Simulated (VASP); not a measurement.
# FeNi₃: intraband terms of a metal's spectrum

FeNi₃, R-3m (no. 166), 4 atoms in the cell. PBE, independent-particle dielectric function; PAW potentials Ni, Fe (PBE set).

## Input

INCAR.step1:
```
EDIFF = 1E-7
ENCUT = 320
ISMEAR = 1
ISPIN = 2
KPAR = 4
LASPH = True
LCHARG = True
LMAXMIX = 4
LWAVE = False
MAGMOM = 1 1 1 3
PREC = Accurate
SIGMA = 0.1
```

INCAR.step2:
```
CSHIFT = 0.1
EDIFF = 1E-6
ENCUT = 320
ICHARG = 11
ISMEAR = 0
ISPIN = 2
KPAR = 4
LASPH = True
LCHARG = False
LMAXMIX = 4
LWAVE = True
MAGMOM = 1 1 1 3
NBANDS = 45
NEDOS = 3000
OMEGAMAX = 30
PREC = Accurate
SIGMA = 0.3
```

INCAR.step3, as INCAR.step2 but for:
```
- LWAVE = True
+ ALGO = None
+ ISTART = 1
+ LOPTICS = True
+ LWAVE = False
+ NELM = 1
```

INCAR.step4, as INCAR.step3 but for:
```
+ WPLASMAI = 0.03
```

INCAR.step5 to INCAR.step6 change the same tag again: WPLASMAI = 0.1, 0.3.

INCAR.step7, as INCAR.step6 but for:
```
- WPLASMAI = 0.3
+ RTIME = 20
```

INCAR.step8, as INCAR.step7 but for:
```
- RTIME = 20
+ RTIME = 1
```

INCAR.step9, as INCAR.step8 but for:
```
- RTIME = 1
+ LNABLA = True
```

INCAR.step10, as INCAR.step9 but for:
```
- ISMEAR = 0
- LNABLA = True
+ ISMEAR = -5
```

KPOINTS.step1:
```
k-points
0
Gamma
  12 12 12
```

KPOINTS.step2:
```
k-points
0
Gamma
  10 10 10
```

POSCAR:
```
FeNi3
1.0
    1.2493709703      0.7213246660      8.1720750979
   -1.2493709703      0.7213246660      8.1720750979
    0.0000000000     -1.4426493321      8.1720750979
Ni Fe
3 1
Direct
    0.7496900000      0.7496900000      0.7496900000
    0.5000000000      0.5000000000      0.5000000000
    0.2503100000      0.2503100000      0.2503100000
    0.0000000000      0.0000000000      0.0000000000
```

Commands (each step's output is kept before the next begins):
```
cat potpaw_PBE.64/Ni/POTCAR potpaw_PBE.64/Fe/POTCAR > POTCAR
cp INCAR.step1 INCAR
cp KPOINTS.step1 KPOINTS
mpirun -np 4 vasp_std > vasp.out
cp INCAR.step2 INCAR
cp KPOINTS.step2 KPOINTS
mpirun -np 4 vasp_std > vasp.out
cp INCAR.step3 INCAR
mpirun -np 4 vasp_std > vasp.out
cp INCAR.step4 INCAR
mpirun -np 4 vasp_std > vasp.out
cp INCAR.step5 INCAR
mpirun -np 4 vasp_std > vasp.out
cp INCAR.step6 INCAR
mpirun -np 4 vasp_std > vasp.out
cp INCAR.step7 INCAR
mpirun -np 4 vasp_std > vasp.out
cp INCAR.step8 INCAR
mpirun -np 4 vasp_std > vasp.out
cp INCAR.step9 INCAR
mpirun -np 4 vasp_std > vasp.out
cp INCAR.step10 INCAR
mpirun -np 4 vasp_std > vasp.out
```

## Result

- Bands: 45

One ground state, settings moved in the last step alone:

| Settings | Plasma frequency (eV) | Im ε at 0.5 eV | Im ε at 1 eV | Im ε at 2 eV | Im ε at 4 eV | Time (s) |
|---|---|---|---|---|---|---|
| interband part alone | 6.26 | 78.2 | 43.4 | 21.9 | 6.7 | 54 |
| Drude term, WPLASMAI 0.03 | 6.26 | 87.6 | 44.6 | 22.1 | 6.7 | 45 |
| Drude term, WPLASMAI 0.1 | 6.26 | 108.4 | 47.3 | 22.4 | 6.7 | 43 |
| Drude term, WPLASMAI 0.3 | 6.26 | 147.5 | 54.2 | 23.4 | 6.9 | 46 |
| relaxation time RTIME 20 fs | 6.26 | 88.5 | 44.7 | 22.1 | 6.7 | 41 |
| relaxation time RTIME 1 fs | 6.26 | 153.8 | 61.4 | 24.8 | 7.1 | 40 |
| transversal form (LNABLA) | 5.34 | 21.9 | 16.3 | 9.6 | 5.0 | 38 |
| tetrahedron method | – | – | – | – | – | no result |

VASP 6.6.1 took 1368 s on 4 cores (Intel Xeon Platinum 8375C @ 2.90GHz (Ice Lake)), a shared host.
